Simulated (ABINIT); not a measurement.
Crystal: Mo.

```xyz
1
Lattice="-1.5838 1.5838 1.5838 1.5838 -1.5838 1.5838 1.5838 1.5838 -1.5838" Properties=species:S:1:pos:R:3 pbc="T T T"
Mo    0.0000    0.0000    0.0000
```

Base run:

```yaml
Program: ABINIT 10.8.3 (patched build)
Functional: LDA
Potentials_or_basis: PseudoDojo NC SR LDA v0.4 stringent
Cutoff: 1088 eV
k_mesh: 12 × 12 × 12
Occupations: fermi-dirac, width 0.05 eV
Spin: no spin polarisation
```

Its results: band gap on the k mesh none (metal or under the smearing width); pressure -13.9 GPa.

After a change of settings the same cell gave: band gap on the k mesh none (metal or under the smearing width); pressure -16.0 GPa. Which change was it?
A. functional from LDA to RPBE; potentials or basis from PseudoDojo NC SR LDA v0.4 stringent to JTH PAW PBE v2.0; cutoff from 1088 eV to 408 eV
B. potentials or basis from PseudoDojo NC SR LDA v0.4 stringent to JTH PAW LDA v2.0; cutoff from 1088 eV to 408 eV; k mesh from 12 × 12 × 12 to 5 × 5 × 5
C. potentials or basis from PseudoDojo NC SR LDA v0.4 stringent to JTH PAW LDA v2.0; cutoff from 1088 eV to 408 eV; spin from no spin polarisation to spin-orbit coupling, no magnetisation
D. functional from LDA to PBEsol; potentials or basis from PseudoDojo NC SR LDA v0.4 stringent to PseudoDojo NC SR PBEsol v0.4.1 standard

B.

Caveats: some runs use coarse meshes; so large a pressure means that the cell lies far from this level's equilibrium, or that cutoff or potentials fall short (some runs).

Runs at the PBE level aren't shown here.
